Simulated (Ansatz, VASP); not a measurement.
NaF in VASP and in Ansatz

File INCAR:

```
PREC     = Accurate       # precision mode
ENCUT    = 520            # plane-wave cutoff, eV
EDIFF    = 1E-7           # SCF threshold, eV
ISMEAR   = 0              # smearing method
SIGMA    = 0.02           # smearing width, eV
LREAL    = False          # projectors in reciprocal space
LASPH    = True           # aspherical terms in the spheres
NELM     = 100            # most SCF steps
ALGO     = Normal         # electronic algorithm
ISIF     = 2              # what is computed and relaxed
LWAVE    = False          # write WAVECAR
LCHARG   = False          # write CHGCAR
GGA      = PE             # functional
NBANDS   = 14             # bands
```

Contents of KPOINTS:

```
Automatic mesh
0
Gamma
  8 8 8
```

The input POSCAR:

```
NaF
1.0
    0.0000000000      2.2770242059      2.2770242059
    2.2770242059      0.0000000000      2.2770242059
    2.2770242059      2.2770242059      0.0000000000
Na F
1 1
Direct
    0.0000000000      0.0000000000      0.0000000000
    0.5000000000      0.5000000000      0.5000000000
```

Input for Ansatz:

```yaml
crystal:
  lattice:
    - [0.0, 2.2770242059, 2.2770242059]
    - [2.2770242059, 0.0, 2.2770242059]
    - [2.2770242059, 2.2770242059, 0.0]
  atoms:
    - { symbol: Na, position: [0.0, 0.0, 0.0] }
    - { symbol: F, position: [0.5, 0.5, 0.5] }
basis:
  ecutwfc: 420
kpoints:
  mp_grid: { grid: [8, 8, 8] }
hamiltonian:
  xc: pbe
scf:
  occupations: { method: gaussian, width: 0.02 }
output:
  forces: true
  stress: true
  eigenvalues: true
  write_density: true
  write_potential: true
  elf: true
  volumetric_format: npy
```

Alike in both runs: task single point; functional PBE; k mesh 8 × 8 × 8; occupations gaussian, width 0.02 eV; no spin polarisation.

|  | VASP | Ansatz |
| --- | --- | --- |
| version | VASP 6.6.1 | Ansatz 0.2.0 |
| potentials or method | VASP PAW PBE potentials, release 64 (Na_pv, F) | scalar-relativistic, plane waves, PAW |
| plane-wave cutoff (eV) | 520 | 420 |
| valence electrons in the cell | 14 | 16 |

|  | VASP | Ansatz | Ansatz less VASP |
| --- | --- | --- | --- |
| gap on the k mesh at the Fermi level (eV) | 6.59 | 6.61 | +0.016 |
| least direct gap on the mesh (eV) | 6.59 | 6.61 | +0.016 |
| pressure (GPa) | 5.2 | 5.3 | +0.06 |

The two sets of potentials don't hold the same shells in valence.

A hybrid or GW would open this gap; PBE tends to underestimate it.
